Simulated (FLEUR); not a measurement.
# Ge (Fd-3m) in FLEUR: notebook, part 2 of 2

FLEUR MaX-R8.1 (later development tree). The steps go on from the part before.

## (3) Equation of state, LDA (Wigner correlation), 21.28 Å³/atom (volume scaled by 0.94)

inp.xml

```xml
<?xml version="1.0" encoding="UTF-8" standalone="no"?>
<fleurInput fleurInputVersion="0.39">
   <comment>
      Ge                                                                                                  
   </comment>
   <calculationSetup>
      <cutoffs Kmax="3.99" Gmax="12.4" GmaxXC="12.4" numbands="0"/>
      <scfLoop itmax="60" minDistance="0.00001" maxIterBroyd="15" imix="Anderson" alpha="0.05" precondParam="0.0" spinf="2.0" sdNocoIR="T"/>
      <coreElectrons ctail="T" frcor="F" kcrel="0" coretail_lmax="0"/>
      <xcFunctional name="wign" relativisticCorrections="F"/>
      <magnetism jspins="1"/>
      <soc l_soc="F" theta="0.0" phi="0.0" spav="F"/>
      <expertModes spex="0" secvar="F"/>
      <geometryOptimization l_f="F" forcealpha="1.0" forcemix="BFGS" epsdisp="0.00001" epsforce="0.00001"/>
      <ldaU l_linMix="F" mixParam="0.05" spinf="1.0"/>
   </calculationSetup>
   <cell>
      <bzIntegration valenceElectrons="44.0" mode="hist" fermiSmearingEnergy="0.00183747">
         <kPointListSelection listName="default-1"/>
         <!-- k-points included here -->
         <xi:include xmlns:xi="http://www.w3.org/2001/XInclude" href="kpts.xml"> </xi:include>
      </bzIntegration>
      <!-- symmetry operations included here -->
      <xi:include xmlns:xi="http://www.w3.org/2001/XInclude" href="sym.xml"> </xi:include>
      <bulkLattice scale="0.9795861087">
         <bravaisMatrix>
            <row-1>    0.0000000000000000     5.3458651311421859     5.3458651311421859</row-1>
            <row-2>    5.3458651311421859     0.0000000000000000     5.3458651311421859</row-2>
            <row-3>    5.3458651311421859     5.3458651311421859     0.0000000000000000</row-3>
         </bravaisMatrix>
      </bulkLattice>
   </cell>
   <atomSpecies>
      <species name="Germanium (Ge)" element="Ge" atomicNumber="32">
         <mtSphere radius="2.08" gridPoints="707" logIncrement="0.017"/>
         <atomicCutoffs lmax="9" lnonsphr="7"/>
         <electronConfig flipSpins="F">
            <coreConfig>(1s1/2) (2s1/2) (2p1/2) (2p3/2)</coreConfig>
            <valenceConfig>(3s1/2) (3p1/2) (3p3/2) (4s1/2) (3d3/2) (3d5/2) (4p1/2) (4p3/2)</valenceConfig>
            <stateOccupation state="(4p1/2)" spinUp="0.333333" spinDown="0.333333"/>
            <stateOccupation state="(4p3/2)" spinUp="0.666667" spinDown="0.666667"/>
         </electronConfig>
         <energyParameters s="4" p="4" d="3" f="4"/>
         <lo type="SCLO" l="0" n="3" eDeriv="0"/>
         <lo type="SCLO" l="1" n="3" eDeriv="0"/>
         <lo type="SCLO" l="1" n="3" eDeriv="1"/>
         <lo type="HELO" l="2" n="4" eDeriv="0"/>
         <lo type="HELO" l="2" n="4" eDeriv="1"/>
         <lo type="SCLO" l="3" n="4" eDeriv="2"/>
      </species>
   </atomSpecies>
   <atomGroups>
      <atomGroup species="Germanium (Ge)">
         <relPos label="                   1">-3.000/8.000 -3.000/8.000 -3.000/8.000</relPos>
         <relPos label="                   2">3.000/8.000 3.000/8.000 3.000/8.000</relPos>
         <force calculate="T" relaxXYZ="TTT"/>
      </atomGroup>
   </atomGroups>
   <output dos="F" band="F" slice="F">
      <checks vchk="F" cdinf="F"/>
      <bandDOS minEnergy="-.5*Htr" maxEnergy="0.5*Htr" sigma="0.015" storeEVData="T"/>
      <vacuumDOS vacdos="F" integ="F" star="F" nstars="0" locx1="0.0" locy1="0.0" locx2="0.0" locy2="0.0" nstm="0" tworkf="0.0"/>
      <unfoldingBand unfoldBand="F" supercellX="1" supercellY="1" supercellZ="1"/>
      <plotting iplot="0" polar="F">
         <plot TwoD="T" vec1="  1.0  0.0  0.0" vec2="  0.0  1.0  0.0" vec3="  0.0  0.0  1.0" zero="  0.0  0.0  0.0" file="plot"/>
      </plotting>
      <chargeDensitySlicing numkpt="0" minEigenval="0.0" maxEigenval="0.0" nnne="0" pallst="F"/>
      <specialOutput eonly="F"/>
      <moessbauerParams electricFieldGradient="T" isomerShift="T" coreHyperfine="T" valenceHyperfine="T"/>
      <magneticCircularDichroism mcd="F" energyLo="-10.0" energyUp="0.0"/>
   </output>
  <!-- We include the file relax.xml here to enable relaxations (see documentation) -->
  <xi:include xmlns:xi="http://www.w3.org/2001/XInclude" href="relax.xml"> <xi:fallback/> </xi:include>
</fleurInput>
```

Potentials or basis: all-electron, FLAPW.

Started as:

```
$ inpgen -f crystal.txt -profile fastHighL
$ # inp.xml edited to the form shown
$ fleur_MPI
```

What it wrote:

```text
Welcome to FLEUR        (www.flapw.de)
      MaX-Release 8.1          (www.max-centre.eu)

 ========== k-point set info ==========
 Selected k-point list: default-1
 k-point list type: mesh
 8 x 8 x 8
 Number of k points: 29

 ------------Calculation Setup---------------------------
 Number of MPI-tasks      :            1
 Number of PE/node        :            1
 Number of OMP-threads    :            1
 Most efficient MPI parallelization for:
           1          29
 Additional eigenvalue parallelization possible
 Number of basis functions:          415
 Approximate size of matrices (H+S) per k-point:         0.003 GB
 --------------------------------------------------------
 Iteration:     1   Distance:       7.25383146 me/bohr^3
 Iteration:     2   Distance:       6.76402387 me/bohr^3
 Iteration:     3   Distance:       2.54474078 me/bohr^3
 Iteration:     4   Distance:       0.45832374 me/bohr^3
 Iteration:     5   Distance:       0.53876274 me/bohr^3
 Iteration:     6   Distance:       0.05122464 me/bohr^3
 Iteration:     7   Distance:       0.04933534 me/bohr^3
 Iteration:     8   Distance:       0.01064369 me/bohr^3
 Iteration:     9   Distance:       0.00057713 me/bohr^3
 Iteration:    10   Distance:       0.00039517 me/bohr^3
 Iteration:    11   Distance:       0.00002128 me/bohr^3
 Iteration:    12   Distance:       0.00001269 me/bohr^3
 Iteration:    13   Distance:       0.00000048 me/bohr^3

 ********************************************************************
 Run finished successfully
 Stop message:
   all done
 ********************************************************************
```

out.xml (last iteration):

```text
<iteration numberForCurrentRun="   13" overallNumber="   13">
         <energyParameters units="Htr">
            <atomicEP atomType="1" spin="1" branch="4s" branchLowest="-5.73" branchHighest="1.19" value="-0.1693102358"/>
            <atomicEP atomType="1" spin="1" branch="4p" branchLowest="-3.80" branchHighest="1.92" value="0.0351766326"/>
            <atomicEP atomType="1" spin="1" branch="3d" branchLowest="-9.99" branchHighest="-0.61" value="-0.6500725637"/>
            <atomicEP atomType="1" spin="1" branch="4f" branchLowest="-9.99" branchHighest="3.86" value="0.3883573386"/>
            <loAtomicEP atomType="1" spin="1" branch="3s" branchLowest="-49.87" branchHighest="-5.73" value="-5.7297775559"/>
            <loAtomicEP atomType="1" spin="1" branch="3p" branchLowest="-43.57" branchHighest="-3.80" value="-3.8082509846"/>
            <loAtomicEP atomType="1" spin="1" branch="3p" branchLowest="-43.57" branchHighest="-3.80" value="-3.8082509846"/>
            <heloAtomicEP atomType="1" spin="1" branch="4d" branchLowest="2.28" branchHighest="2.28" value="2.2843869646"/>
            <heloAtomicEP atomType="1" spin="1" branch="4d" branchLowest="2.28" branchHighest="2.28" value="2.2843869646"/>
[... 76 lines left out ...]
            <densityEffectivePotentialIntegral value="-6686.9727633870"/>
            <chargeDenXCDenIntegral value="-151.1956900964"/>
            <FockExchangeEnergyValence value="0.0000000000"/>
            <FockExchangeEnergyCore value="0.0000000000"/>
            <atomTypeDependentContributions atomType="1">
               <electronNucleiInteractionDifferentMTs value="5037.1107498244"/>
               <MadelungTerm value="-35.4542189861"/>
            </atomTypeDependentContributions>
            <tkbTimesEntropy value="0.0000196961"/>
            <freeEnergy value="-4189.9947043206"/>
            <extrapolationTo0K value="-4189.9946944725"/>
         </totalEnergy>
         <densityConvergence units="me/bohr^3">
            <chargeDensity spin="1" distance="0.0000004810"/>
         </densityConvergence>
      </iteration>
```

It took 18 s on 1 thread of Arm Neoverse V1, shared host; peak memory 0.08 GiB.

Results:

* Free energy: -114015.5643 eV
* Band gap on the k mesh: 0.22 eV, indirect (least direct gap 0.43 eV)
* Valence electrons inside the program's atomic spheres: Ge 19.83 (radii Ge 2.08 bohr)

Caveat: the plane-wave cutoff is short for the semicore states, which can make moduli rough.

## (4) Equation of state, LDA (Wigner correlation), 21.73 Å³/atom (volume scaled by 0.96)

inp.xml: that of step 3 with these lines changed.

```diff
@@ -24,3 +24,3 @@
       <xi:include xmlns:xi="http://www.w3.org/2001/XInclude" href="sym.xml"> </xi:include>
-      <bulkLattice scale="0.9795861087">
+      <bulkLattice scale="0.9864848297">
          <bravaisMatrix>
```

Started as:

```
$ inpgen -f crystal.txt -profile fastHighL
$ # inp.xml edited to the form shown
$ fleur_MPI
```

Wall time 18 s (1 thread of Arm Neoverse V1, shared host); peak memory 0.08 GiB.

The run converged. Its results:

```
Free energy                                           : -114015.5932 eV
Band gap on the k mesh                                : 0.16 eV, indirect (least direct gap 0.23 eV)
Valence electrons inside the program's atomic spheres : Ge 19.81 (radii Ge 2.08 bohr)
```

Caveat: the plane-wave cutoff is short for the semicore states, which can make moduli rough.

## (5) Equation of state, LDA (Wigner correlation), 22.64 Å³/atom

inp.xml: that of step 4 with these lines changed.

```diff
@@ -24,3 +24,3 @@
       <xi:include xmlns:xi="http://www.w3.org/2001/XInclude" href="sym.xml"> </xi:include>
-      <bulkLattice scale="0.9864848297">
+      <bulkLattice scale="1.0000000000">
          <bravaisMatrix>
```

Started as:

```
$ inpgen -f crystal.txt -profile fastHighL
$ # inp.xml edited to the form shown
$ fleur_MPI
```

It took 17 s on 1 thread of Arm Neoverse V1, shared host; peak memory 0.08 GiB.

It converged, with:

| Quantity | Value |
| --- | --- |
| Free energy | -114015.6221 eV |
| Band gap on the k mesh | none (metal or under the smearing width) |
| Valence electrons inside the program's atomic spheres | Ge 19.78 (radii Ge 2.08 bohr) |

Caveat: the plane-wave cutoff is short for the semicore states, which can make moduli rough.

## (6) Equation of state, LDA (Wigner correlation), 23.54 Å³/atom (volume scaled by 1.04)

inp.xml: that of step 5 with these lines changed.

```diff
@@ -24,3 +24,3 @@
       <xi:include xmlns:xi="http://www.w3.org/2001/XInclude" href="sym.xml"> </xi:include>
-      <bulkLattice scale="1.0000000000">
+      <bulkLattice scale="1.0131594038">
          <bravaisMatrix>
```

Potentials or basis: all-electron, FLAPW.

Started as:

```
$ inpgen -f crystal.txt -profile fastHighL
$ # inp.xml edited to the form shown
$ fleur_MPI
```

Run time: 20 s. Hardware: 1 thread of Arm Neoverse V1, shared host; peak memory 0.08 GiB.

Results (log left out):

* Free energy: -114015.6195 eV
* Band gap on the k mesh: none (metal or under the smearing width)
* Valence electrons inside the program's atomic spheres: Ge 19.75 (radii Ge 2.08 bohr)

Caveat: the plane-wave cutoff is short for the semicore states, which can make moduli rough.

## (7) Equation of state, LDA (Wigner correlation), 24.00 Å³/atom (volume scaled by 1.06)

inp.xml: that of step 6 with these lines changed.

```diff
@@ -24,3 +24,3 @@
       <xi:include xmlns:xi="http://www.w3.org/2001/XInclude" href="sym.xml"> </xi:include>
-      <bulkLattice scale="1.0131594038">
+      <bulkLattice scale="1.0196128224">
          <bravaisMatrix>
```

Started as:

```
$ inpgen -f crystal.txt -profile fastHighL
$ # inp.xml edited to the form shown
$ fleur_MPI
```

Run time: 19 s. Hardware: 1 thread of Arm Neoverse V1, shared host; peak memory 0.08 GiB.

The run converged. Its results:

```
Free energy                                           : -114015.6089 eV
Band gap on the k mesh                                : none (metal or under the smearing width)
Valence electrons inside the program's atomic spheres : Ge 19.74 (radii Ge 2.08 bohr)
```

Caveat: the plane-wave cutoff is short for the semicore states, which can make moduli rough.

## (8) Equation of state, LDA (Wigner correlation)

This step only gathers the single runs of the series.

What came out:

```yaml
Equilibrium_volume: 23.00 Å³/atom
Bulk_modulus: 63 GPa
```

Energy against volume, from the lowest point:
| volume (Å³/atom) | energy (meV/atom) |
| --- | --- |
| 21.281 | 28.93 |
| 21.733 | 14.47 |
| 22.639 | 0.00 |
| 23.545 | 1.32 |
| 23.997 | 6.60 |

Caveat: the plane-wave cutoff is short for the semicore states, which can make moduli rough.

## (9) Comparison with measurements

Step 2. Measured gap of Ge: 0.666 eV (indirect; 293 K; “Electronic and optical properties of SixGe1-x-ySny alloys lattice-matched to Ge”, 2021, arxiv:2109.02782). This calculation gives 0.00 eV (-0.67 eV). 3 values of this kind are on record (0.666 to 0.807 eV); this one was drawn at random among those near their median. Spin-orbit coupling on Ge is left out. The value is that of LDA (Wigner correlation), without temperature or zero-point motion.

Step 8. A measured bulk modulus of Ge is 75.8 GPa (quoted in “Sub-monolayer structures of Ag overlayers on Ge(111): experimental observations and first-principles study”, 2019, arxiv:1908.00180); the calculated 63 GPa misses it by -16.9 %. The fit is for a static lattice scaled at fixed shape and fixed fractional positions. The cell as given is a measured one (22.64 Å³/atom); LDA (Wigner correlation) puts the equilibrium volume +1.6 % from it, thermal expansion not counted.
